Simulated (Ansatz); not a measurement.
## SiC: random displacements

These are results of DFT PBE, scalar-relativistic, plane waves, PAW in Ansatz 0.2.0, not measurements. The runs took a 420 eV cutoff, a Γ-centred 12×12×6 mesh and Gaussian smearing (0.05 eV). No spin polarisation. Energies are free energies at this smearing, counted from the undisturbed cell; pressure is positive in compression.

Zero of the scan (as given, not relaxed at this level):

```xyz
4
Lattice="3.0760 0.0000 0.0000 -1.5380 2.6639 0.0000 0.0000 0.0000 5.0480" Properties=species:S:1:pos:R:3 pbc="T T T"
Si    0.0000    1.7759    0.0000
Si    1.5380    0.8880    2.5240
C     0.0000    1.7759    1.9435
C     1.5380    0.8880    4.4675
```

The atoms are displaced (Å, in the unstrained cell):

```
atom ux uy uz
 Si1  -0.001  -0.045   0.010
 Si2   0.000   0.002  -0.008
  C3   0.000   0.036  -0.012
  C4   0.001   0.006   0.011
```

Strain (Voigt, engineering shear): (-0.0102, -0.0038, 0.0084, 0.0012, -0.0048, -0.0060).

What are the energy change, the stress and the forces?

ΔE = 20.0 meV/atom; stress (xx, yy, zz, yz, xz, xy; compression positive) (12.12, 8.13, -3.00, 1.75, 0.91, 1.63) GPa; gap on the mesh 2.28 eV.
```tsv
atom	Fx (eV/Å)	Fy	Fz
Si1	0.15	1.18	0.65
Si2	-0.02	0.60	1.11
C3	0.03	-0.78	-0.60
C4	-0.16	-1.00	-1.17
```

Cost: 1 run of about 0.16 core-minutes, on Intel Xeon 6975P-C (Granite Rapids) (shared hosts).